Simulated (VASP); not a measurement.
These are r2SCAN meta-GGA, VASP's PBE PAW potentials (set 64) (plane waves; VASP 6.6.1) values and carry that method's errors.

Input for VASP

File POSCAR:
```
ZrO2
1
    0.0000000000     2.5337252088     2.5337252088
    2.5337252088    -0.0000000000     2.5337252088
    2.5337252088     2.5337252088    -0.0000000000
Zr O
1 2
Direct
  0.0000000000   0.0000000000   0.0000000000
  0.2500000000   0.2500000000   0.2500000000
  0.7500000000   0.7500000000   0.7500000000
```

### INCAR
```
SYSTEM = ZrO2
PREC = Accurate; ENCUT = 520; LREAL = F
LASPH = T
EDIFF = 1E-6; NELM = 100; ALGO = Normal
LMAXMIX = 4; LMIXTAU = T
ISMEAR = 0; SIGMA = 0.05
METAGGA = R2SCAN
IBRION = 2; NSW = 60; ISIF = 3
EDIFFG = -0.02
LWAVE = F; LCHARG = F
```

File KPOINTS:
```
Automatic mesh
0
Gamma
7 7 7
0 0 0
```

POTCAR, in this order: Zr_sv O (PBE.64 set). Program: vasp_std.

Output

### OSZICAR
```
       N       E                     dE             d eps       ncg     rms          rms(c)
DAV:   1     0.162855587882E+03    0.16286E+03   -0.14896E+04   640   0.158E+03
DAV:   2    -0.541636286513E+02   -0.21702E+03   -0.21352E+03   856   0.398E+02
DAV:   3    -0.617210680251E+02   -0.75574E+01   -0.75519E+01  1080   0.739E+01
DAV:   4    -0.618482284856E+02   -0.12716E+00   -0.12714E+00   784   0.768E+00
DAV:   5    -0.618513652182E+02   -0.31367E-02   -0.31367E-02   928   0.825E-01    0.264E+01
DAV:   6    -0.451734123105E+02    0.16678E+02   -0.19823E+01   848   0.431E+01    0.856E+00
DAV:   7    -0.463642403415E+02   -0.11908E+01   -0.24185E+00   688   0.137E+01    0.438E+00
DAV:   8    -0.462083624097E+02    0.15588E+00   -0.21885E+00   720   0.152E+01    0.244E+00
DAV:   9    -0.456554525769E+02    0.55291E+00   -0.83601E-01   680   0.104E+01    0.120E+00
DAV:  10    -0.457961018309E+02   -0.14065E+00   -0.89038E-02   720   0.332E+00    0.758E-01
DAV:  11    -0.458537240733E+02   -0.57622E-01   -0.12485E-02   752   0.107E+00    0.632E-01
DAV:  12    -0.458501159025E+02    0.36082E-02   -0.10556E-02   736   0.889E-01    0.371E-01
DAV:  13    -0.458494983995E+02    0.61750E-03   -0.95369E-03   768   0.722E-01    0.639E-02
DAV:  14    -0.458496011524E+02   -0.10275E-03   -0.40303E-04   728   0.255E-01    0.559E-02
DAV:  15    -0.458495221095E+02    0.79043E-04   -0.17542E-04   792   0.162E-01    0.505E-02
DAV:  16    -0.458498000046E+02   -0.27790E-03   -0.24428E-04   640   0.146E-01    0.135E-02
DAV:  17    -0.458497969638E+02    0.30407E-05   -0.19772E-05   968   0.349E-02    0.543E-03
DAV:  18    -0.458497983352E+02   -0.13714E-05   -0.25517E-06   552   0.161E-02    0.237E-03
DAV:  19    -0.458497982054E+02    0.12982E-06   -0.83400E-07   512   0.114E-02
   1 F= -.45849798E+02 E0= -.45849798E+02  d E =-.458498E+02
       N       E                     dE             d eps       ncg     rms          rms(c)
DAV:   1    -0.460195749378E+02   -0.16978E+00   -0.65754E+00   760   0.280E+01    0.463E+00
DAV:   2    -0.458613563921E+02    0.15822E+00   -0.59733E-01   768   0.702E+00    0.188E+00
DAV:   3    -0.458379172081E+02    0.23439E-01   -0.10300E-01   968   0.295E+00    0.330E-01
DAV:   4    -0.458396240587E+02   -0.17069E-02   -0.13996E-02  1096   0.109E+00    0.341E-01
DAV:   5    -0.458396879021E+02   -0.63843E-04   -0.37375E-03   912   0.565E-01    0.111E-01
DAV:   6    -0.458401156911E+02   -0.42779E-03   -0.27023E-03   640   0.694E-01    0.122E-01
DAV:   7    -0.458414688775E+02   -0.13532E-02   -0.18769E-03   904   0.423E-01    0.188E-02
DAV:   8    -0.458415211280E+02   -0.52251E-04   -0.64007E-05   720   0.851E-02    0.154E-02
DAV:   9    -0.458415252234E+02   -0.40954E-05   -0.14011E-05   920   0.327E-02    0.319E-03
DAV:  10    -0.458415302023E+02   -0.49789E-05   -0.22018E-06   488   0.203E-02    0.305E-03
DAV:  11    -0.458415311975E+02   -0.99521E-06   -0.97936E-07   352   0.115E-02
   2 F= -.45841531E+02 E0= -.45841531E+02  d E =0.826701E-02
       N       E                     dE             d eps       ncg     rms          rms(c)
DAV:   1    -0.459252695508E+02   -0.83739E-01   -0.24924E+00   744   0.171E+01    0.292E+00
DAV:   2    -0.458630955173E+02    0.62174E-01   -0.21595E-01   760   0.425E+00    0.113E+00
DAV:   3    -0.458534490215E+02    0.96465E-02   -0.39452E-02   992   0.183E+00    0.200E-01
DAV:   4    -0.458545090826E+02   -0.10601E-02   -0.42457E-03  1000   0.614E-01    0.217E-01
DAV:   5    -0.458545538300E+02   -0.44747E-04   -0.20501E-03   936   0.398E-01    0.578E-02
DAV:   6    -0.458549914533E+02   -0.43762E-03   -0.86673E-04   640   0.384E-01    0.574E-02
DAV:   7    -0.458553239669E+02   -0.33251E-03   -0.39838E-04   944   0.191E-01    0.121E-02
DAV:   8    -0.458553437562E+02   -0.19789E-04   -0.24616E-05   832   0.607E-02    0.662E-03
DAV:   9    -0.458553482211E+02   -0.44649E-05   -0.69593E-06   856   0.237E-02    0.152E-03
DAV:  10    -0.458553484060E+02   -0.18485E-06   -0.38980E-07   376   0.764E-03
   3 F= -.45855348E+02 E0= -.45855348E+02  d E =-.555020E-02
```

File OUTCAR:
```
------------------------ aborting loop because EDIFF is reached ----------------------------------------
  FORCE on cell =-STRESS in cart. coord.  units (eV):
  Direction    XX          YY          ZZ          XY          YZ          ZX
  --------------------------------------------------------------------------------------
  Total       -0.0008703     -0.0008703     -0.0008703      0.0000000      0.0000000      0.0000000
  in kB       -0.0422461     -0.0422461     -0.0422461      0.0000000      0.0000000      0.0000000
  external PRESSURE =      -0.0422461 kB  Pullay stress =       0.0000000 kB
  volume of cell :       33.01
      direct lattice vectors                 reciprocal lattice vectors
     0.000000000  2.545991705  2.545991705    -0.196387128  0.196387128  0.196387128
     2.545991705  0.000000000  2.545991705     0.196387128 -0.196387128  0.196387128
     2.545991705  2.545991705 -0.000000000     0.196387128  0.196387128 -0.196387128
 POSITION                                       TOTAL-FORCE (eV/Angst)
 -----------------------------------------------------------------------------------
      0.00000      0.00000      0.00000        -0.000000     -0.000000      0.000000
      1.27300      1.27300      1.27300        -0.000000      0.000000     -0.000000
      3.81899      3.81899      3.81899         0.000000     -0.000000      0.000000
 -----------------------------------------------------------------------------------
    total drift:                                0.000000      0.000000      0.000000
  FREE ENERGIE OF THE ION-ELECTRON SYSTEM (eV)
  ---------------------------------------------------
  free  energy   TOTEN  =       -45.8553484060 eV

  energy  without entropy=      -45.8553484060  energy(sigma->0) =      -45.85534841

 reached required accuracy - stopping structural energy minimisation
```
(Selected blocks of OUTCAR.)

**CONTCAR**
```
ZrO2
   1.00000000000000
     0.0000000000000000    2.5459917047359837    2.5459917047359837
     2.5459917047359837    0.0000000000000000    2.5459917047359837
     2.5459917047359837    2.5459917047359837   -0.0000000000000000
  Zr              O
     1     2
Direct
     0.0000000000000000    0.0000000000000000    0.0000000000000000
     0.2500000000000000    0.2500000000000000    0.2500000000000000
     0.7500000000000000    0.7500000000000000    0.7500000000000000
```

OUTCAR:
```
 val. band max:        6.8107864302   @ k =  -0.4286   0.4286   0.0000

 cond. band min:      10.7690517529   @ k =   0.0000   0.0000   0.0000


 Fermi energy:         7.1998174643

 k-point     1 :       0.0000    0.0000    0.0000
  band No.  band energies     occupation
      1     -42.6922      2.00000
      2     -19.7862      2.00000
      3     -19.7862      2.00000
      4     -19.7862      2.00000
      5     -12.2877      2.00000
      6      -9.7597      2.00000
      7       1.5903      2.00000
      8       1.5903      2.00000
      9       1.5903      2.00000
     10       6.3532      2.00000
     11       6.3532      2.00000
     12       6.3532      2.00000
     13      10.7691      0.00000
     14      10.7691      0.00000
     15      14.0693      0.00000
     16      16.8596      0.00000

 k-point     2 :       0.1429    0.0000    0.0000
  band No.  band energies     occupation
      1     -42.6831      2.00000
      2     -19.9377      2.00000
      3     -19.7996      2.00000
      4     -19.7996      2.00000
      5     -12.0033      2.00000
      6      -9.9517      2.00000
      7       1.7876      2.00000
      8       1.7876      2.00000
      9       2.1299      2.00000
     10       5.8921      2.00000
     11       6.0191      2.00000
     12       6.0191      2.00000
     13      11.1056      0.00000
     14      11.1056      0.00000
     15      14.5969      0.00000
     16      16.2558      0.00000

 k-point     3 :       0.2857    0.0000    0.0000
  band No.  band energies     occupation
      1     -42.6626      2.00000
      2     -20.2489      2.00000
      3     -19.8295      2.00000
      4     -19.8295      2.00000
      5     -11.4790      2.00000
      6     -10.2204      2.00000
      7       2.2410      2.00000
      8       2.2410      2.00000
      9       3.3093      2.00000
     10       5.0509      2.00000
     11       5.4862      2.00000
     12       5.4862      2.00000
     13      11.4895      0.00000
...
```

The structure comes from a computed database's ZrO2 entry (Fm-3m); how it stands against other phases isn't given here. This run relaxes it. Symmetry was kept, so distortions that lower it aren't found. The start is the result of an earlier pass.
